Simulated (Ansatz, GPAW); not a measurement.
## Geometry or basis: what sets the conductance of methoxybenzenedithiol between two Pt chains

Wanted: T(E) of methoxybenzenedithiol between two Pt chains at a relaxed geometry in two programs, beside the unrelaxed structure.

Method: Ansatz plane waves; relaxation of the junction with the lead ends held; PAW set soft_1, in the first sound run; inputs show where later runs differ, in GPAW 26.7.0 and Ansatz 0.2.0.

**1. The structure**

The cell holds 32 atoms: 16 Pt, 2 S, 6 H, 7 C and 1 O. Cell: a = 12.846 Å, b = 9.322 Å, c = 45.054 Å, α = 90.0°, β = 90.0°, γ = 90.0°. Regions: left lead, 8 atoms (8 Pt); channel, 16 atoms (2 S, 6 H, 7 C and 1 O); right lead, 8 atoms (8 Pt). Vacuum lies along a and b. The structure is stacked along c, and the current runs across the ab planes.

**2. Relaxation**

Transmission follows bond lengths closely, so the atoms between the held lead ends are relaxed first, from a slightly shaken start that lets symmetry break.

Contents of input.yaml:

```yaml
crystal:
  lattice:
    - [12.845694271, 0.0, 0.0]
    - [0.0, 9.3220659987, 0.0]
    - [0.0, 0.0, 45.053722652]
  atoms:
    - { symbol: Pt, position: [0.5, 0.5, 0.026634869] }
    - { symbol: Pt, position: [0.5, 0.5, 0.0799046069] }
    - { symbol: Pt, position: [0.5, 0.5, 0.1331743449] }
    - { symbol: Pt, position: [0.5, 0.5, 0.1864440829] }
    - { symbol: Pt, position: [0.5, 0.5, 0.2397138208] }
    - { symbol: Pt, position: [0.5, 0.5, 0.2929835588] }
    - { symbol: Pt, position: [0.5021232294, 0.5024181227, 0.3462362915] }
    - { symbol: Pt, position: [0.5015238701, 0.4979051199, 0.3983048274] }
    - { symbol: S, position: [0.4073544452, 0.6118541292, 0.4361150748] }
    - { symbol: H, position: [0.6192786542, 0.5848678453, 0.4552882101] }
    - { symbol: C, position: [0.4677995298, 0.5841469805, 0.4722137218] }
    - { symbol: C, position: [0.5740243959, 0.575367186, 0.4747668745] }
    - { symbol: H, position: [0.3180863516, 0.5737695971, 0.4966560741] }
    - { symbol: C, position: [0.4028482063, 0.5712827656, 0.4977217264] }
    - { symbol: C, position: [0.6187777543, 0.5544172201, 0.5026697719] }
    - { symbol: H, position: [0.7073632385, 0.5519063024, 0.5032027213] }
    - { symbol: C, position: [0.4565851027, 0.5530403501, 0.5265479023] }
    - { symbol: C, position: [0.5580379377, 0.5416714881, 0.5282871191] }
    - { symbol: H, position: [0.2489408598, 0.4568603345, 0.5377271069] }
    - { symbol: H, position: [0.2665147723, 0.6527288348, 0.5419945759] }
    - { symbol: C, position: [0.2829801807, 0.5494041941, 0.5503266578] }
    - { symbol: O, position: [0.3954345943, 0.5431494821, 0.5521579858] }
    - { symbol: S, position: [0.6240455951, 0.5137091078, 0.5633888645] }
    - { symbol: H, position: [0.2591845904, 0.5320079659, 0.5725491289] }
    - { symbol: Pt, position: [0.4997172383, 0.5044290364, 0.6007807068] }
    - { symbol: Pt, position: [0.497163912, 0.5010780746, 0.6542583935] }
    - { symbol: Pt, position: [0.5, 0.5, 0.7070164412] }
    - { symbol: Pt, position: [0.5, 0.5, 0.7602861792] }
    - { symbol: Pt, position: [0.5, 0.5, 0.8135559171] }
    - { symbol: Pt, position: [0.5, 0.5, 0.8668256551] }
    - { symbol: Pt, position: [0.5, 0.5, 0.9200953931] }
    - { symbol: Pt, position: [0.5, 0.5, 0.973365131] }
kpoints:
  mp_grid: { grid: [1, 1, 2] }
hamiltonian:
  xc: pbe
  pseudopotentials: { kind: paw, azcp: { folder: soft_1 } }
scf:
  occupations: { method: fermi_dirac, width: 0.1 }
relax:
  f_tol: 0.03
  max_steps: 80
  constraints: [{ sites: [0, 1, 2, 3, 4, 5, 26, 27, 28, 29, 30, 31] }]
```

Command:

```bash
$ ansatz run input.yaml --threads 4 --pin off --max-ram 8192MiB --backend cpu --events-out ev --progress --plain --runs-dir out
```

Numbers of over 12 decimals in the logs are rounded to 6 here.

The program printed:

```text
Engine: ansatz 0.2.0, aarch64-unknown-linux-gnu
Pseudopotentials: kind: paw
Pseudopotential: Pt, paw, valence charge 18, recommended cutoff 420 eV (normal), soft_1/Pt.paw.azcp
Pseudopotential: S, paw, valence charge 6, recommended cutoff 420 eV (normal), soft_1/S.paw.azcp
Pseudopotential: H, paw, valence charge 1, recommended cutoff 420 eV (normal), soft_1/H.paw.azcp
Pseudopotential: C, paw, valence charge 4, recommended cutoff 420 eV (normal), soft_1/C.paw.azcp
Pseudopotential: O, paw, valence charge 6, recommended cutoff 420 eV (normal), soft_1/O.paw.azcp
Functional definition: PBE
  parameter kappa = 0.804
  parameter beta = 0.066725
  exchange = pbe_x(kappa = kappa, mu = beta*pi^2/3)
  correlation = pbe_c(beta = beta)
Crystal: 32 atoms, lattice volume = 5395.112 Å³
Basis set: ecut = 420 eV, 105543 PW (Γ), exchange–correlation on 180×128×640 points (8 copies of the dense FFT grid, shifted against one another)
Bands: 204, of which v1, the nominal top of the filled ones, is band 170 counted from 1 (169 counted from 0)
Symmetry: 1 space group operations
Space group: P1 (ITA 1), of the structure as read, at distance tolerance 1.8e-4 Å
k-points: 2
Non-local potential: Pt, projectors of the file, l = 0: 3, l = 1: 2, l = 2: 2, l = 3: 1
Non-local potential: S, projectors of the file, l = 0: 2, l = 1: 2, l = 2: 1
Non-local potential: H, projectors of the file, l = 0: 2, l = 1: 1
Non-local potential: C, projectors of the file, l = 0: 2, l = 1: 2, l = 2: 1
Non-local potential: O, projectors of the file, l = 0: 2, l = 1: 2, l = 2: 1
PAW form: soft (Blöchl's): semilocal exchange-correlation on the pseudo side does not see the compensation charge
PAW one-centre angular grid: Pt, 590 points (default); XC on 64 Gauss nodes
PAW one-centre angular grid: S, 110 points (default); XC on 64 Gauss nodes
PAW one-centre angular grid: H, 110 points (default); XC on 64 Gauss nodes
PAW one-centre angular grid: C, 110 points (default); XC on 64 Gauss nodes
PAW one-centre angular grid: O, 110 points (default); XC on 64 Gauss nodes
Initial density: superposition of atomic densities (neutral atoms: chi_scale 0, normalization atom)
Initial wavefunctions: pseudopotential atomic-orbital guess
Functional: x = pbe(κ = 0.804, μ = 0.219515), c = pbe(β = 0.066725)
SCF iter   1: F=—  HF=-204589.833649 eV  |F-HF|=—  |Δ(HF+E_count)|=         —  Δρ=3.11e-2  dr2=9.64e1  ethr=3.10e-3  ⟨swp⟩=8.0  Hψ=1837  notcnv=0  defer=7
preconditioner: auto → LDOS  [metal: Δε(μ)=0.135 eV  Ē_g=5.556 eV  σ=0.100 eV  W_gap=0.30  n_scr=482 (ndim 8)  ℏωp=7.2 eV  f_vac=0.806  D(μ)=27.37/eV (n_scr^D=80)  β→1.0]
SCF iter   2: F=—  HF=-204578.256286 eV  |F-HF|=—  |Δ(HF+E_count)|=    1.16e1  Δρ=1.51e-2  dr2=1.42e1  ethr=3.10e-3  ⟨swp⟩=5.5  Hψ=1244  notcnv=0  defer=19
SCF iter   3: F=—  HF=-204576.663339 eV  |F-HF|=—  |Δ(HF+E_count)|=    1.59e0  Δρ=6.70e-3  dr2=3.18e0  ethr=3.10e-3  ⟨swp⟩=4.5  Hψ=970  notcnv=0  defer=24
SCF iter   4: F=—  HF=-204575.840890 eV  |F-HF|=—  |Δ(HF+E_count)|=   8.22e-1  Δρ=1.53e-3  dr2=2.59e-1  ethr=9.36e-4  ⟨swp⟩=3.0  Hψ=738  notcnv=0  defer=26
SCF iter   5: F=—  HF=-204575.814707 eV  |F-HF|=—  |Δ(HF+E_count)|=   2.62e-2  Δρ=7.21e-4  dr2=6.29e-2  ethr=7.61e-5  ⟨swp⟩=2.0  Hψ=594  notcnv=0  defer=26
SCF iter   6: F=—  HF=-204575.812863 eV  |F-HF|=—  |Δ(HF+E_count)|=   1.84e-3  Δρ=3.01e-4  dr2=1.57e-2  ethr=1.85e-5  ⟨swp⟩=2.5  Hψ=535  notcnv=0  defer=26
SCF iter   7: F=—  HF=-204575.813318 eV  |F-HF|=—  |Δ(HF+E_count)|=   4.55e-4  Δρ=1.34e-4  dr2=2.62e-3  ethr=4.60e-6  ⟨swp⟩=2.0  Hψ=523  notcnv=0  defer=26
SCF iter   8: F=—  HF=-204575.813381 eV  |F-HF|=—  |Δ(HF+E_count)|=   6.35e-5  Δρ=5.37e-5  dr2=3.91e-4  ethr=7.72e-7  ⟨swp⟩=2.0  Hψ=590  notcnv=0  defer=26
SCF iter   9: F=—  HF=-204575.813487 eV  |F-HF|=—  |Δ(HF+E_count)|=   1.06e-4  Δρ=2.43e-5  dr2=7.10e-5  ethr=1.15e-7  ⟨swp⟩=2.0  Hψ=437  notcnv=0  defer=26
SCF iter  10: F=-204575.813510 eV  HF=-204575.813512 eV  |F-HF|=2.21e-6  |Δ(HF+E_count)|=   2.48e-5  Δρ=1.09e-5  dr2=1.56e-5  ethr=6.62e-9  ⟨swp⟩=4.0  Hψ=1221  notcnv=0
SCF 1 converged in 10 iterations: F = -204575.813510 eV  dr2 = 1.56e-5
  greatest PAW one-centre occupation: 1.000 electrons in one spin orbital (limit 2), on the Pt atom at site 6 (counted from 0), in its partial waves of l = 0
relax step   1: F+E_penalty+E_count = -204575.81351008 eV  Δ(F+E_penalty+E_count) = +0.000e0 eV  max|allowed force component| = 7.256e0 eV/Å  Δτ_max = 0.0000 Å  (10 SCF iters, dr2 threshold 2.25e-5 eV, accepted)
Initial density: handed on by an earlier stage of this run
Initial wavefunctions: those handed on with the density
iter 1 solved again at ethr=4.47e-4 eV; its pass at ethr=3.10e-3 eV (dr2=1.52e0 eV) is discarded
SCF iter   1: F=—  HF=-204576.978673 eV  |F-HF|=—  |Δ(HF+E_count)|=         —  Δρ=6.36e-3  dr2=1.54e0  ethr=4.47e-4  ⟨swp⟩=1.5  Hψ=1542  notcnv=0  defer=26
preconditioner: auto → LDOS  [metal: Δε(μ)=0.053 eV  Ē_g=5.930 eV  σ=0.100 eV  W_gap=0.13  n_scr=482 (ndim 8)  ℏωp=7.3 eV  f_vac=0.817  D(μ)=30.13/eV (n_scr^D=104)  β→1.0]
SCF iter   2: F=—  HF=-204576.842397 eV  |F-HF|=—  |Δ(HF+E_count)|=   1.36e-1  Δρ=2.53e-3  dr2=5.11e-1  ethr=4.47e-4  ⟨swp⟩=3.0  Hψ=948  notcnv=0  defer=26
SCF iter   3: F=—  HF=-204576.706324 eV  |F-HF|=—  |Δ(HF+E_count)|=   1.36e-1  Δρ=8.50e-4  dr2=6.20e-2  ethr=1.50e-4  ⟨swp⟩=2.0  Hψ=788  notcnv=0  defer=26
SCF iter   4: F=—  HF=-204576.693228 eV  |F-HF|=—  |Δ(HF+E_count)|=   1.31e-2  Δρ=2.15e-4  dr2=5.05e-3  ethr=1.82e-5  ⟨swp⟩=2.0  Hψ=667  notcnv=0  defer=26
SCF iter   5: F=—  HF=-204576.692712 eV  |F-HF|=—  |Δ(HF+E_count)|=   5.15e-4  Δρ=8.26e-5  dr2=9.44e-4  ethr=1.48e-6  ⟨swp⟩=2.5  Hψ=584  notcnv=0  defer=26
SCF iter   6: F=—  HF=-204576.692773 eV  |F-HF|=—  |Δ(HF+E_count)|=   6.12e-5  Δρ=3.92e-5  dr2=2.10e-4  ethr=2.78e-7  ⟨swp⟩=2.0  Hψ=492  notcnv=0  defer=26
SCF iter   7: F=-204576.692801 eV  HF=-204576.692809 eV  |F-HF|=8.24e-6  |Δ(HF+E_count)|=   3.57e-5  Δρ=1.53e-5  dr2=2.78e-5  ethr=2.94e-8  ⟨swp⟩=3.0  Hψ=1530  notcnv=0
SCF 2 converged in 7 iterations: F = -204576.692801 eV  dr2 = 2.78e-5
  greatest PAW one-centre occupation: 1.000 electrons in one spin orbital (limit 2), on the Pt atom at site 25 (counted from 0), in its partial waves of l = 0
relax step   2: F+E_penalty+E_count = -204576.69280091 eV  Δ(F+E_penalty+E_count) = -8.793e-1 eV  max|allowed force component| = 3.003e0 eV/Å  Δτ_max = 0.1944 Å  (7 SCF iters, dr2 threshold 1.00e-4 eV, accepted)
SCF iter   1: F=—  HF=-204577.113312 eV  |F-HF|=—  |Δ(HF+E_count)|=         —  Δρ=3.40e-3  dr2=5.94e-1  ethr=1.61e-3  ⟨swp⟩=5.0  Hψ=874  notcnv=0  defer=23
[...]
relax step  13: F+E_penalty+E_count = -204577.57268435 eV  Δ(F+E_penalty+E_count) = -2.010e-3 eV  max|allowed force component| = 4.993e-2 eV/Å  Δτ_max = 0.1407 Å  (10 SCF iters, accepted)
relax step  14: F+E_penalty+E_count = -204577.57324566 eV  Δ(F+E_penalty+E_count) = -5.613e-4 eV  max|allowed force component| = 5.105e-2 eV/Å  Δτ_max = 0.0698 Å  (7 SCF iters, dr2 threshold 1.48e-6 eV, accepted)
relax step  15: F+E_penalty+E_count = -204577.57444639 eV  Δ(F+E_penalty+E_count) = -1.201e-3 eV  max|allowed force component| = 3.720e-2 eV/Å  Δτ_max = 0.0272 Å  (7 SCF iters, dr2 threshold 2.61e-6 eV, accepted)
relax step  16: F+E_penalty+E_count = -204577.57543847 eV  Δ(F+E_penalty+E_count) = -9.921e-4 eV  max|allowed force component| = 2.019e-2 eV/Å  Δτ_max = 0.0690 Å  (9 SCF iters, accepted)
relax step  17: F+E_penalty+E_count = -204577.57587010 eV  Δ(F+E_penalty+E_count) = -4.316e-4 eV  max|allowed force component| = 1.786e-2 eV/Å  Δτ_max = 0.0669 Å  (9 SCF iters, accepted)
SCF iter   1: F=—  HF=-204577.618360 eV  |F-HF|=—  |Δ(HF+E_count)|=         —  Δρ=2.12e-3  dr2=1.56e-1  ethr=4.64e-4  ⟨swp⟩=4.0  Hψ=843  notcnv=0  defer=29
preconditioner: auto → LDOS  [metal: Δε(μ)=0.103 eV  Ē_g=5.882 eV  σ=0.100 eV  W_gap=0.25  n_scr=482 (ndim 8)  ℏωp=7.3 eV  f_vac=0.816  D(μ)=31.40/eV (n_scr^D=108)  β→1.0]
SCF iter   2: F=—  HF=-204577.609172 eV  |F-HF|=—  |Δ(HF+E_count)|=   9.19e-3  Δρ=1.00e-3  dr2=9.98e-2  ethr=4.57e-5  ⟨swp⟩=3.0  Hψ=996  notcnv=0  defer=29
SCF iter   3: F=—  HF=-204577.575879 eV  |F-HF|=—  |Δ(HF+E_count)|=   3.33e-2  Δρ=1.81e-4  dr2=1.87e-3  ethr=2.93e-5  ⟨swp⟩=3.0  Hψ=639  notcnv=0  defer=29
SCF iter   4: F=—  HF=-204577.575656 eV  |F-HF|=—  |Δ(HF+E_count)|=   2.23e-4  Δρ=5.83e-5  dr2=3.30e-4  ethr=5.51e-7  ⟨swp⟩=3.0  Hψ=727  notcnv=0  defer=29
SCF iter   5: F=—  HF=-204577.575609 eV  |F-HF|=—  |Δ(HF+E_count)|=   4.64e-5  Δρ=1.24e-5  dr2=1.21e-5  ethr=9.70e-8  ⟨swp⟩=3.0  Hψ=582  notcnv=0  defer=29
SCF iter   6: F=—  HF=-204577.576193 eV  |F-HF|=—  |Δ(HF+E_count)|=   5.84e-4  Δρ=5.88e-6  dr2=3.68e-6  ethr=3.55e-9  ⟨swp⟩=2.0  Hψ=634  notcnv=0  defer=29
SCF iter   7: F=—  HF=-204577.576196 eV  |F-HF|=—  |Δ(HF+E_count)|=   2.40e-6  Δρ=2.99e-6  dr2=1.02e-6  ethr=1.08e-9  ⟨swp⟩=2.0  Hψ=584  notcnv=0  defer=29
SCF iter   8: F=—  HF=-204577.576196 eV  |F-HF|=—  |Δ(HF+E_count)|=   5.96e-7  Δρ=1.61e-6  dr2=3.08e-7  ethr=2.99e-10  ⟨swp⟩=2.0  Hψ=584  notcnv=0  defer=29
SCF iter   9: F=-204577.576197 eV  HF=-204577.576197 eV  |F-HF|=5.89e-8  |Δ(HF+E_count)|=   1.77e-7  Δρ=6.62e-7  dr2=4.71e-8  ethr=2.94e-11  ⟨swp⟩=4.0  Hψ=1228  notcnv=0
SCF 18 converged in 9 iterations: F = -204577.576197 eV  dr2 = 4.71e-8
relax step  18: F+E_penalty+E_count = -204577.57619659 eV  Δ(F+E_penalty+E_count) = -3.265e-4 eV  max|allowed force component| = 2.452e-2 eV/Å  Δτ_max = 0.0745 Å  (9 SCF iters, accepted)
SCF converged after 9 iterations
Free energy (F): -204577.576197 eV
Harris-Foulkes:  -204577.576197 eV  (|F-HF|=5.89e-8)
Internal energy: -204576.524881 eV  (E = F + TS)
E sigma→0 (E₀):  -204577.050539 eV
Entropy (-TS):   -1.051315 eV (-32.854 meV/atom)
Fermi energy:    -4.270628 eV
--- Per-component energies (eV) ---
  E_band       = -10230.242254
  E_kinetic    = 10602.629308
  E_local      = -118556.099122  (includes V_loc(G=0)·N_el)
  E_nonlocal   = 3571.917235
  E_hartree    = 52195.388021
  E_xc         = -4295.410445
  E_vxc        = -4994.788318  (∫ρ·V_xc dr)
  E_paw        = -153844.187197  (= ΣΔE_a)
  E_vpaw       = -5244.688509  (= ΣTr[D̂ρ^β])
  E_aug_tail   = 0.012034  (compensation charges beyond the density's cutoff)
  E_ewald      = 5749.225286
  E_smearing   = -1.051315  (= −TS)
  E_closure    = 0.000000  (closes the sum)
  Σ components = -204577.576197   (vs F -204577.576197, Δ=0.00e0)
--- Forces (eV/Å), atoms counted from 1 ---
  atom   1  Pt     0.04760043    -0.00807071    -0.00155443
  atom   2  Pt     0.08272796    -0.01030824    -0.04749126
  atom   3  Pt    -0.02309002     0.00487115     0.00465393
  atom   4  Pt    -0.09266676     0.01691447     0.07685853
  atom   5  Pt    -0.15692551     0.02514228     0.06499646
  atom   6  Pt     0.23268179    -0.03596208    -0.02701898
  atom   7  Pt     0.01109791    -0.00160471    -0.00404526
  atom   8  Pt    -0.00977501     0.00116256     0.00683285
  atom   9  S      0.00349965     0.00023568    -0.00423185
  atom  10  H      0.00147504    -0.00158161     0.00302347
  atom  11  C      0.00739026    -0.00244372    -0.00520034
  atom  12  C      0.00043570     0.00042390     0.00510082
  atom  13  H      0.00920960    -0.00034491     0.00204574
  atom  14  C     -0.00377400     0.00009604     0.00196344
  atom  15  C     -0.00338596     0.00186086    -0.00971110
  atom  16  H     -0.00544696    -0.00123088     0.00031655
  atom  17  C      0.01235894    -0.00038238    -0.00420324
  atom  18  C      0.00322344    -0.00489675     0.01293742
  atom  19  H      0.00068524    -0.00004019    -0.00264471
  atom  20  H     -0.00245184     0.00675069    -0.00396292
  atom  21  C      0.00755250    -0.00794376     0.00266793
  atom  22  O     -0.00571341     0.00247576     0.00395249
  atom  23  S     -0.01166432     0.00202809    -0.00158996
  atom  24  H     -0.00334576    -0.00030709    -0.00140155
  atom  25  Pt     0.00747611    -0.00062853    -0.00861934
  atom  26  Pt    -0.01766982     0.00025381     0.02451667
  atom  27  Pt    -0.23621854     0.01564149    -0.00889247
  atom  28  Pt     0.14778153    -0.00767993    -0.05217432
  atom  29  Pt     0.09657646    -0.00375269    -0.07155921
  atom  30  Pt     0.03510920    -0.00116492    -0.00125688
  atom  31  Pt    -0.07951030     0.00759249     0.04502555
  atom  32  Pt    -0.05539105     0.00296128     0.00067259
  max |Σ_I F_I| component: 1.48e-4 eV/Å
--- Relaxed structure (18 steps of the walk, 18 accepted, 0 SCFs on fresh bases) ---
  F+E_penalty+E_count = -204577.57619659 eV   max|allowed force component| = 2.452e-2 eV/Å
  atoms:
    - { symbol: Pt, position: [0.500000, 0.500000, 0.026634869] }
    - { symbol: Pt, position: [0.500000, 0.500000, 0.0799046069] }
    - { symbol: Pt, position: [0.500000, 0.500000, 0.1331743449] }
    - { symbol: Pt, position: [0.500000, 0.500000, 0.186444] }
    - { symbol: Pt, position: [0.500000, 0.500000, 0.2397138208] }
    - { symbol: Pt, position: [0.500000, 0.500000, 0.2929835588] }
    - { symbol: Pt, position: [0.422196, 0.518869, 0.341360] }
    - { symbol: Pt, position: [0.481497, 0.505928, 0.392759] }
    - { symbol: S, position: [0.402132, 0.518621, 0.435758] }
    - { symbol: H, position: [0.625583, 0.489665, 0.457930] }
    - { symbol: C, position: [0.462812, 0.511059, 0.470589] }
    - { symbol: C, position: [0.571069, 0.496802, 0.476392] }
    - { symbol: H, position: [0.310858, 0.531299, 0.490927] }
    - { symbol: C, position: [0.393861, 0.520338, 0.495309] }
    - { symbol: C, position: [0.606925, 0.492148, 0.505278] }
    - { symbol: H, position: [0.690204, 0.481257, 0.509464] }
    - { symbol: C, position: [0.430030, 0.515532, 0.524445] }
    - { symbol: C, position: [0.539322, 0.501055, 0.530350] }
    - { symbol: H, position: [0.226287, 0.446619, 0.532950] }
    - { symbol: H, position: [0.240846, 0.638740, 0.532734] }
    - { symbol: C, position: [0.258965, 0.539359, 0.544829] }
    - { symbol: O, position: [0.368909, 0.523675, 0.548802] }
    - { symbol: S, position: [0.599691, 0.492998, 0.564921] }
    - { symbol: H, position: [0.226400, 0.544622, 0.567229] }
    - { symbol: Pt, position: [0.516437, 0.502866, 0.607233] }
    - { symbol: Pt, position: [0.577530, 0.496007, 0.658403] }
    - { symbol: Pt, position: [0.500000, 0.500000, 0.7070164412] }
    - { symbol: Pt, position: [0.500000, 0.500000, 0.7602861792] }
    - { symbol: Pt, position: [0.500000, 0.500000, 0.813556] }
    - { symbol: Pt, position: [0.500000, 0.500000, 0.8668256551] }
    - { symbol: Pt, position: [0.500000, 0.500000, 0.9200953931] }
    - { symbol: Pt, position: [0.500000, 0.500000, 0.973365] }
```

It took 13 min on 4 threads of Arm Neoverse V1, shared host; peak memory 6.2 GiB.

The steps of the relaxation:

| step | energy less that of the first step (eV) | largest force component (eV/Å) |
| --- | --- | --- |
| 1 | 0.0000 | 7.2562 |
| 2 | -0.8793 | 3.0030 |
| 3 | -1.1877 | 0.6386 |
| 4 | -1.3566 | 0.3099 |
| 5 | -1.4994 | 0.2623 |
| 6 | -1.6279 | 0.2146 |
| 7 | -1.7147 | 0.1647 |
| 8 | -1.7448 | 0.1703 |
| 9 | -1.7449 | 0.1570 |
| 10 | -1.7522 | 0.1365 |
| 11 | -1.7557 | 0.0632 |
| 12 | -1.7572 | 0.0487 |
| 13 | -1.7592 | 0.0499 |
| 14 | -1.7597 | 0.0510 |
| 15 | -1.7609 | 0.0372 |
| 16 | -1.7619 | 0.0202 |
| 17 | -1.7624 | 0.0179 |
| 18 | -1.7627 | 0.0245 |

The atoms that moved most (Å):

| atom | dx | dy | dz | length |
| --- | --- | --- | --- | --- |
| Pt7 | -1.027 | 0.153 | -0.220 | 1.061 |
| Pt26 | 1.032 | -0.047 | 0.187 | 1.050 |
| H10 | 0.081 | -0.887 | 0.119 | 0.899 |
| S9 | -0.067 | -0.869 | -0.016 | 0.872 |
| H16 | -0.220 | -0.659 | 0.282 | 0.750 |
| C12 | -0.038 | -0.732 | 0.073 | 0.737 |
| C11 | -0.064 | -0.681 | -0.073 | 0.688 |
| C15 | -0.152 | -0.580 | 0.118 | 0.612 |

The relaxed structure:

```cif
data_structure
_symmetry_space_group_name_H-M 'P 1'
_symmetry_Int_Tables_number 1
_cell_length_a 12.8457
_cell_length_b 9.3221
_cell_length_c 45.0537
_cell_angle_alpha 90.000
_cell_angle_beta 90.000
_cell_angle_gamma 90.000
_cell_volume 5395.11
loop_
_atom_site_label
_atom_site_type_symbol
_atom_site_fract_x
_atom_site_fract_y
_atom_site_fract_z
_atom_site_occupancy
Pt1 Pt 0.50000 0.50000 0.02663 1
Pt2 Pt 0.50000 0.50000 0.07990 1
Pt3 Pt 0.50000 0.50000 0.13317 1
Pt4 Pt 0.50000 0.50000 0.18644 1
Pt5 Pt 0.50000 0.50000 0.23971 1
Pt6 Pt 0.50000 0.50000 0.29298 1
Pt7 Pt 0.42220 0.51887 0.34136 1
Pt8 Pt 0.48150 0.50593 0.39276 1
S9 S 0.40213 0.51862 0.43576 1
H10 H 0.62558 0.48967 0.45793 1
C11 C 0.46281 0.51106 0.47059 1
C12 C 0.57107 0.49680 0.47639 1
H13 H 0.31086 0.53130 0.49093 1
C14 C 0.39386 0.52034 0.49531 1
C15 C 0.60693 0.49215 0.50528 1
H16 H 0.69020 0.48126 0.50946 1
C17 C 0.43003 0.51553 0.52445 1
C18 C 0.53932 0.50106 0.53035 1
H19 H 0.22629 0.44662 0.53295 1
H20 H 0.24085 0.63874 0.53273 1
C21 C 0.25896 0.53936 0.54483 1
O22 O 0.36891 0.52368 0.54880 1
S23 S 0.59969 0.49300 0.56492 1
H24 H 0.22640 0.54462 0.56723 1
Pt25 Pt 0.51644 0.50287 0.60723 1
Pt26 Pt 0.57753 0.49601 0.65840 1
Pt27 Pt 0.50000 0.50000 0.70702 1
Pt28 Pt 0.50000 0.50000 0.76029 1
Pt29 Pt 0.50000 0.50000 0.81356 1
Pt30 Pt 0.50000 0.50000 0.86683 1
Pt31 Pt 0.50000 0.50000 0.92010 1
Pt32 Pt 0.50000 0.50000 0.97337 1
```

Numbers from this step:

```
free energy         : -204577.5762 eV
smearing term TS    : 1.051 eV
symmetry operations : 1
```

The relaxation lowered the energy of the cell by 1.76 eV.

[end of part 1 of 4]

[Logs are printed without paths, hosts, clocks, repeated set-up lines and the standing remarks that a program may print on its own settings, such as how far it seeks lower states.]

[Hosts, paths, dates, database ids (printed as entryN), source tags and the programs' standing remarks are cut or masked in the printed files.]
